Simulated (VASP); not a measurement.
# SnO (P4/nmm) in VASP: further runs, part 2 of 2

VASP 6.6.1. The steps go on from the part before.

## (3) Relaxation of cell and atoms, PBE+D3(BJ)

This run uses another cell than the first one, of 17.39 Å³/atom, 0.996 times its volume.

The input, INCAR:

```
SYSTEM = SnO
  PREC = Accurate
  ENCUT = 600
  EDIFF = 1E-7
  ISMEAR = 0
  SIGMA = 0.03
  LREAL = .False.
  LASPH = .True.
  NELM = 80
  ALGO = Normal
  ISIF = 3
  LWAVE = .False.
  LCHARG = .False.
  GGA = PE
  IVDW = 12
  IBRION = 2
  NSW = 90
  EDIFFG = -0.005
  KPAR = 4
```

The input, KPOINTS:

```
regular mesh
0
Gamma
  8 8 6
  0 0 0
```

The input, POSCAR:

```
SnO                                     
1.0
    3.8353841591      0.0000000000      0.0000000000
    0.0000000000      3.8353841591     -0.0000000000
    0.0000000000     -0.0000000000      4.7280509425
  Sn              O             
     2     2
Direct
     0.5000000000000000    0.0000000000000000    0.2459634789621188
     0.0000000000000000    0.5000000000000000    0.7540365210378813
     1.0000000000000000    0.0000000000000000    1.0000000000000000
     0.5000000000000000    0.5000000000000000    0.0000000000000000
```

Potentials or basis: VASP PAW PBE potentials, release 64 (Sn_d, O).

On the command line:

```sh
$ cat potpaw_PBE.64/Sn_d/POTCAR potpaw_PBE.64/O/POTCAR > POTCAR
$ mpirun -np 4 vasp_std > vasp.out
```

Wall time 31 s (4 MPI ranks of Intel Xeon Platinum 8559C (Emerald Rapids), shared host); peak memory 0.26 GiB.

It converged, with:

- Free energy: -23.6332 eV
- Pressure after relaxing: 0.0 GPa
- Largest force after relaxing: 0.005 eV/Å
- Band gap on the k mesh: none (metal or under the smearing width)
- Dispersion energy per atom: -0.237 eV

Forces on the atoms (eV/Å):
```
Sn   0.000  0.000 -0.005
Sn   0.000  0.000  0.005
O    0.000  0.000  0.000
O    0.000  0.000  0.000
```

Stress tensor (GPa, compression positive):
```
-0.05  0.00  0.00
 0.00 -0.05  0.00
 0.00  0.00  0.04
```

Final structure:
```
Sn O
1.0
     3.83538    0.00000    0.00000
     0.00000    3.83538    0.00000
     0.00000    0.00000    4.72805
Sn O
2 2
Direct
  0.50000 0.00000 0.24596
  0.00000 0.50000 0.75404
  0.00000 0.00000 0.00000
  0.50000 0.50000 0.00000
```

Levels at points of the mesh, in eV from the Fermi level:
```csv
k point,band 16,band 17,band 18,band 19,band 20,band 21,band 22,band 23,band 24
"(0.00, 0.00, 0.00)",-6.08,-3.33,-3.03,-3.03,0.01,2.21,4.48,4.48,4.80
"(0.50, 0.00, 0.00)",-4.80,-4.67,-4.67,-2.69,-2.69,3.33,3.33,5.78,5.78
"(0.50, 0.50, 0.00)",-4.91,-2.38,-2.38,-1.86,-1.86,-0.06,-0.06,4.56,4.56
"(0.00, 0.00, 0.50)",-3.42,-3.04,-3.04,-2.94,-2.08,1.75,2.77,2.77,3.54
"(0.50, 0.00, 0.50)",-5.33,-4.62,-4.62,-1.67,-1.67,2.74,2.74,5.24,5.24
"(0.50, 0.50, 0.50)",-5.47,-2.77,-2.77,-2.38,-2.38,2.32,2.32,4.30,4.30
```

Caveat: the relaxation stopped at its first step, so nothing moved; pairwise dispersion overbinds metals, which lowers pressure and volume.

## (4) Relaxation of cell and atoms, PBE+D3(BJ)

The input, INCAR:

```
SYSTEM = SnO
ALGO = Normal ; EDIFF = 1E-6
EDIFFG = -0.01 ; ENCUT = 600
GGA = PE ; IBRION = 2
ISIF = 3 ; ISMEAR = 0
IVDW = 12 ; LASPH = .True.
LCHARG = .False. ; LREAL = .False.
LWAVE = .False. ; NELM = 80
NSW = 90 ; PREC = Accurate
SIGMA = 0.03
```

The input, KPOINTS:

```
k-points
0
Gamma
  8 8 6
  0 0 0
```

The input, POSCAR:

```
SnO
1.0
    3.7986000000      0.0000000000      0.0000000000
    0.0000000000      3.7986000000      0.0000000000
    0.0000000000      0.0000000000      4.8408000000
Sn O
2 2
Direct
    0.5000000000      0.0000000000      0.2369000000
    0.0000000000      0.5000000000      0.7631000000
    0.0000000000      0.0000000000      0.0000000000
    0.5000000000      0.5000000000      0.0000000000
```

On the command line:

```sh
$ cat potpaw_PBE.64/Sn_d/POTCAR potpaw_PBE.64/O/POTCAR > POTCAR
$ mpirun -np 1 vasp_std > vasp.out
```

Run time: 5.7 min. Hardware: 1 thread of Intel Xeon 6975P-C (Granite Rapids), shared host; peak memory 0.27 GiB.

It converged, with:

```yaml
Free_energy: -23.6336 eV
Relaxed_volume: 17.39 Å³/atom
Relaxed_cell: a = 3.835 Å, b = 3.835 Å, c = 4.728 Å, α = 90.00°, β = 90.00°, γ = 90.00°
Space_group_after_relaxing_to_0.05_Å: P4/nmm (No. 129)
Energy_gained_by_relaxing: 7.0 meV/atom
Ionic_steps: 15
Pressure_after_relaxing: 0.0 GPa
Largest_force_after_relaxing: 0.004 eV/Å
Band_gap_on_the_k_mesh: none (metal or under the smearing width)
Dispersion_energy_per_atom: -0.237 eV
```

Forces in eV/Å, atoms in the order of the input:
```
Sn   0.000  0.000 -0.004
Sn   0.000  0.000  0.004
O    0.000  0.000  0.000
O    0.000  0.000  0.000
```

Stress tensor (GPa, compression positive):
```
-0.04  0.00  0.00
 0.00 -0.04  0.00
 0.00  0.00  0.04
```

Step by step:
```
step  energy change (eV)  largest force (eV/Å)  pressure (GPa)  volume (Å³)
   1              0.0000                0.5986            2.85        69.85
   2              0.0007                0.5050           -2.93        73.04
   3             -0.0222                0.0328           -0.21        71.39
   4             -0.0222                0.0443           -0.09        71.36
   5             -0.0234                0.0545           -0.12        71.24
   6             -0.0256                0.0856           -0.12        70.88
   7             -0.0239                0.1446           -0.08        70.13
   8             -0.0259                0.1072           -0.12        70.66
   9             -0.0269                0.0494           -0.19        70.42
  10             -0.0275                0.0452           -0.41        69.97
  11             -0.0279                0.0041            0.09        69.37
  12             -0.0280                0.0122           -0.01        69.50
  13             -0.0280                0.0142           -0.05        69.53
  14             -0.0280                0.0153           -0.02        69.52
  15             -0.0280                0.0041           -0.02        69.55
```

Final structure:
```
Sn O
1.0
     3.83538    0.00000    0.00000
     0.00000    3.83538    0.00000
     0.00000    0.00000    4.72805
Sn O
2 2
Direct
  0.50000 0.00000 0.24596
  0.00000 0.50000 0.75404
  0.00000 0.00000 0.00000
  0.50000 0.50000 0.00000
```

Levels at points of the mesh, in eV from the Fermi level:
| k point | band 18 | band 19 | band 20 | band 21 | band 22 | band 23 |
| --- | --- | --- | --- | --- | --- | --- |
| (0.00, 0.00, 0.00) | -3.03 | -3.03 | 0.01 | 2.21 | 4.48 | 4.48 |
| (0.50, 0.00, 0.00) | -4.67 | -2.69 | -2.69 | 3.33 | 3.33 | 5.78 |
| (0.50, 0.50, 0.00) | -2.38 | -1.86 | -1.86 | -0.06 | -0.06 | 4.56 |
| (0.00, 0.00, 0.50) | -3.04 | -2.94 | -2.08 | 1.75 | 2.77 | 2.77 |
| (0.50, 0.00, 0.50) | -4.62 | -1.67 | -1.67 | 2.74 | 2.74 | 5.24 |
| (0.50, 0.50, 0.50) | -2.77 | -2.38 | -2.38 | 2.32 | 2.32 | 4.30 |

Caveat: pairwise dispersion overbinds metals, which lowers pressure and volume.

## (5) Relaxation of cell and atoms, PBE+D3(BJ)

This run uses another cell than the first one, of 17.39 Å³/atom, 0.996 times its volume.

INCAR: that of step 4 with these lines changed.

```diff
@@ -1,4 +1,4 @@
 SYSTEM = SnO
-ALGO = Normal ; EDIFF = 1E-6
-EDIFFG = -0.01 ; ENCUT = 600
+ALGO = Normal ; EDIFF = 1E-7
+EDIFFG = -0.005 ; ENCUT = 600
 GGA = PE ; IBRION = 2
```

KPOINTS is that of step 4.

The input, POSCAR:

```
SnO                                     
1.0
    3.8353842621      0.0000000000      0.0000000000
    0.0000000000      3.8353842621     -0.0000000000
    0.0000000000     -0.0000000000      4.7280501015
  Sn              O             
     2     2
Direct
     0.5000000000000000    0.0000000000000000    0.2459635184974918
     0.0000000000000000    0.5000000000000000    0.7540364815025083
     0.0000000000000000    0.0000000000000000    1.0000000000000000
     0.5000000000000000    0.5000000000000000    1.0000000000000000
```

Potentials or basis: VASP PAW PBE potentials, release 64 (Sn_d, O).

On the command line:

```sh
$ cat potpaw_PBE.64/Sn_d/POTCAR potpaw_PBE.64/O/POTCAR > POTCAR
$ mpirun -np 1 vasp_std > vasp.out
```

OUTCAR:

```text
SYSTEM = SnO
   EDIFF = 1E-7
   EDIFFG = -0.005
   ENCUT = 600
   GGA = PE
   IBRION = 2
   ISIF = 3
   ISMEAR = 0
   IVDW = 12
   LASPH = .True.
   LREAL = .False.
   NELM = 80
   NSW = 90
   PREC = Accurate
 IVDW          = 12

 ion  position               nearest neighbor table
   1  0.500  0.000  0.246-   3 2.24   4 2.24   4 2.24   3 2.24   2 3.57   2 3.57   2 3.57   2 3.57
                             2 3.62   2 3.62   2 3.62   2 3.62
   2  0.000  0.500  0.754-   3 2.24   4 2.24   3 2.24   4 2.24   1 3.57   1 3.57   1 3.57   1 3.57
                             1 3.62   1 3.62   1 3.62   1 3.62
   3  0.000  0.000  0.000-   1 2.24   2 2.24   2 2.24   1 2.24
   4  0.500  0.500  0.000-   1 2.24   2 2.24   1 2.24   2 2.24

  LATTYP: Found a simple tetragonal cell.
 ALAT       =     3.8353842621
 C/A-ratio  =     1.2327448251

  Lattice vectors:

 A1 = (   3.8353842621,   0.0000000000,   0.0000000000)
 A2 = (   0.0000000000,   3.8353842621,   0.0000000000)
 A3 = (   0.0000000000,   0.0000000000,   4.7280501015)

Analysis of symmetry for initial positions (statically):
=====================================================================
 Subroutine PRICEL returns:
 Original cell was already a primitive cell.

 Routine SETGRP: Setting up the symmetry group for a
 simple tetragonal supercell.

[... 180 lines left out ...]
 Fermi energy:         7.1661442044

 k-point     1 :       0.0000    0.0000    0.0000
  band No.  band energies     occupation
      1     -14.7560      2.00000
      2     -14.3704      2.00000
      3     -14.3704      2.00000
      4     -14.3590      2.00000
      5     -14.3308      2.00000
      6     -14.3231      2.00000
[... 637 lines left out ...]
     23      12.1445      0.00000
     24      12.1445      0.00000

 [... further k-points ...]

------------------------ aborting loop because EDIFF is reached ----------------------------------------

 Edisp (eV)   -0.94667

 E8    (eV) :    -0.4108

  FORCE on cell =-STRESS in cart. coord.  units (eV):
  Direction    XX          YY          ZZ          XY          YZ          ZX
  --------------------------------------------------------------------------------------
  -------------------------------------------------------------------------------------
  Total      -0.01962    -0.01962     0.01731     0.00000     0.00000     0.00000
  in kB      -0.45199    -0.45199     0.39879     0.00000     0.00000     0.00000
  external pressure =       -0.17 kB  Pullay stress =        0.00 kB

 VOLUME and BASIS-vectors are now :
 -----------------------------------------------------------------------------
  energy-cutoff  :      600.00
  volume of cell :       69.55
      direct lattice vectors                 reciprocal lattice vectors
     3.835384262  0.000000000  0.000000000     0.260730068  0.000000000  0.000000000
     0.000000000  3.835384262  0.000000000     0.000000000  0.260730068  0.000000000
     0.000000000  0.000000000  4.728050102     0.000000000  0.000000000  0.211503681

 POSITION                                       TOTAL-FORCE (eV/Angst)
 -----------------------------------------------------------------------------------
      1.91769      0.00000      1.16293        -0.000000     -0.000000     -0.004793
      0.00000      1.91769      3.56512         0.000000     -0.000000      0.004793
      0.00000      0.00000      0.00000        -0.000000      0.000000      0.000000
      1.91769      1.91769      0.00000        -0.000000     -0.000000      0.000000
 -----------------------------------------------------------------------------------
    total drift:                                0.000000     -0.000000     -0.000000

  FREE ENERGIE OF THE ION-ELECTRON SYSTEM (eV)
  ---------------------------------------------------
  free  energy   TOTEN  =       -23.6332266894 eV

  energy  without entropy=      -23.6330080654  energy(sigma->0) =      -23.63311738

 reached required accuracy - stopping structural energy minimisation
```

Run time: 47 s. Hardware: 1 thread of Intel Xeon 6975P-C (Granite Rapids), shared host; peak memory 0.27 GiB.

Results:

| Quantity | Value |
| --- | --- |
| Free energy | -23.6332 eV |
| Pressure after relaxing | 0.0 GPa |
| Largest force after relaxing | 0.005 eV/Å |
| Band gap on the k mesh | none (metal or under the smearing width) |
| Dispersion energy per atom | -0.237 eV |

Forces on the atoms (eV/Å):
```
Sn   0.000  0.000 -0.005
Sn   0.000  0.000  0.005
O    0.000  0.000  0.000
O    0.000  0.000  0.000
```

Final structure:
```cif
data_structure
_symmetry_space_group_name_H-M 'P 1'
_symmetry_Int_Tables_number 1
_cell_length_a 3.8354
_cell_length_b 3.8354
_cell_length_c 4.7281
_cell_angle_alpha 90.000
_cell_angle_beta 90.000
_cell_angle_gamma 90.000
_cell_volume 69.55
loop_
_atom_site_label
_atom_site_type_symbol
_atom_site_fract_x
_atom_site_fract_y
_atom_site_fract_z
_atom_site_occupancy
Sn1 Sn 0.50000 0.00000 0.24596 1
Sn2 Sn 0.00000 0.50000 0.75404 1
O1 O 0.00000 0.00000 0.00000 1
O2 O 0.50000 0.50000 0.00000 1
```

Caveat: the relaxation stopped at its first step, so nothing moved; pairwise dispersion overbinds metals, which lowers pressure and volume.
